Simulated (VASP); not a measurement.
Write the native input for VASP 6.6.1 that does the following.

```
Task                   : single point
Functional             : LDA
Potentials or basis    : VASP PAW LDA potentials, release 64 (Si, C)
Cutoff                 : 650 eV
k mesh                 : 3 × 3 × 3
Occupations            : gaussian, width 0.05 eV
Spin                   : no spin polarisation
Further INCAR settings : LREAL = Auto; ALGO = Fast; EDIFF = 1e-07; NBANDS = 126
```

The structure of SiC53 (a cell with a defect) lies in POSCAR:

```
SiC53
1.0
    0.0000000000      5.3501100000      5.3501100000
    5.3501100000      0.0000000000      5.3501100000
    5.3501100000      5.3501100000      0.0000000000
Si C
1 53
Direct
    0.2500000000      0.2500000000      0.2500000000
    0.2500000000      0.2500000000      0.5833333333
    0.2500000000      0.2500000000      0.9166666667
    0.2500000000      0.5833333333      0.2500000000
    0.2500000000      0.5833333333      0.5833333333
    0.2500000000      0.5833333333      0.9166666667
    0.2500000000      0.9166666667      0.2500000000
    0.2500000000      0.9166666667      0.5833333333
    0.2500000000      0.9166666667      0.9166666667
    0.5833333333      0.2500000000      0.2500000000
    0.5833333333      0.2500000000      0.5833333333
    0.5833333333      0.2500000000      0.9166666667
    0.5833333333      0.5833333333      0.2500000000
    0.5833333333      0.5833333333      0.5833333333
    0.5833333333      0.5833333333      0.9166666667
    0.5833333333      0.9166666667      0.2500000000
    0.5833333333      0.9166666667      0.5833333333
    0.5833333333      0.9166666667      0.9166666667
    0.9166666667      0.2500000000      0.2500000000
    0.9166666667      0.2500000000      0.5833333333
    0.9166666667      0.2500000000      0.9166666667
    0.9166666667      0.5833333333      0.2500000000
    0.9166666667      0.5833333333      0.5833333333
    0.9166666667      0.5833333333      0.9166666667
    0.9166666667      0.9166666667      0.2500000000
    0.9166666667      0.9166666667      0.5833333333
    0.9166666667      0.9166666667      0.9166666667
    0.1666666667      0.1666666667      0.1666666667
    0.1666666667      0.1666666667      0.5000000000
    0.1666666667      0.1666666667      0.8333333333
    0.1666666667      0.5000000000      0.1666666667
    0.1666666667      0.5000000000      0.5000000000
    0.1666666667      0.5000000000      0.8333333333
    0.1666666667      0.8333333333      0.1666666667
    0.1666666667      0.8333333333      0.5000000000
    0.1666666667      0.8333333333      0.8333333333
    0.5000000000      0.1666666667      0.1666666667
    0.5000000000      0.1666666667      0.5000000000
    0.5000000000      0.1666666667      0.8333333333
    0.5000000000      0.5000000000      0.1666666667
    0.5000000000      0.5000000000      0.5000000000
    0.5000000000      0.5000000000      0.8333333333
    0.5000000000      0.8333333333      0.1666666667
    0.5000000000      0.8333333333      0.5000000000
    0.5000000000      0.8333333333      0.8333333333
    0.8333333333      0.1666666667      0.1666666667
    0.8333333333      0.1666666667      0.5000000000
    0.8333333333      0.1666666667      0.8333333333
    0.8333333333      0.5000000000      0.1666666667
    0.8333333333      0.5000000000      0.5000000000
    0.8333333333      0.5000000000      0.8333333333
    0.8333333333      0.8333333333      0.1666666667
    0.8333333333      0.8333333333      0.5000000000
    0.8333333333      0.8333333333      0.8333333333
```

The cell isn't the ideal one: grid = ENCUT=650 dk=0.35 cell=3x3x3 ISMEAR=0 SIGMA=0.05 LREAL=Auto EDIFF=1e-07.

These files were run (other wordings do the same):

INCAR

```
SYSTEM = SiC53
PREC = Accurate ; ENCUT = 650
EDIFF = 1E-7 ; ISMEAR = 0
SIGMA = 0.05 ; LREAL = Auto
LASPH = .TRUE. ; NELM = 120
ALGO = Fast ; ISIF = 2
LWAVE = .FALSE. ; LCHARG = .FALSE.
NBANDS = 126 ; NCORE = 1
KPAR = 2
```

KPOINTS

```
Automatic mesh
0
G
  3 3 3
  0 0 0
```

Potentials or basis: VASP PAW LDA potentials, release 64 (Si, C).

Command:

```sh
$ cat potpaw_LDA.64/Si/POTCAR potpaw_LDA.64/C/POTCAR > POTCAR
$ mpirun -np 4 vasp_std > vasp.out
```

It gave:

```yaml
Pressure: 4.5 GPa
Largest_force: 12.579 eV/Å
Band_gap_on_the_k_mesh: 3.89 eV, direct
```

Wall time 3.6 min on 4 MPI ranks on Intel(R) Xeon(R) Platinum 8488C (Sapphire Rapids), with other jobs on the host, peak memory 0.34 GiB a rank.
